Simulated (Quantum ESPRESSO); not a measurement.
**TiC: phonon spectrum and thermodynamics under several settings**

```xyz
2
Lattice="0.0000 2.1657 2.1657 2.1657 0.0000 2.1657 2.1657 2.1657 0.0000" Properties=species:S:1:pos:R:3 pbc="T T T"
Ti    0.0000    0.0000    0.0000
C     2.1657    2.1657    2.1657
```

The cell is a database's computed one.

All runs used Quantum ESPRESSO 7.5; k mesh 12 × 12 × 12; relaxed cell; no spin polarisation; cutoff 612 eV; occupations cold, width 0.2 eV; q mesh 2 × 2 × 2.

| level | potentials | volume (Å³/atom) | highest frequency (cm⁻¹) | zero-point energy (meV/atom) | entropy at room temperature (k_B/atom) |
| --- | --- | --- | --- | --- | --- |
| LDA | GBRV 1.5 LDA | 9.68 | 746 | 85.8 | 1.38 |
| PBE | GBRV 1.5 PBE | ? | ? | ? | ? |
| PBEsol | GBRV 1.5 PBEsol | 9.89 | 733 | 84.1 | 1.43 |

Task: What stands in the row left open?

Result: Volume 10.16 Å³/atom; highest frequency 719 cm⁻¹; zero-point energy 81.2 meV/atom; entropy at room temperature 1.51 k_B/atom.

For the row left open. Caveat: the q mesh is small, so phonon branches between its points and thermal values are rough.
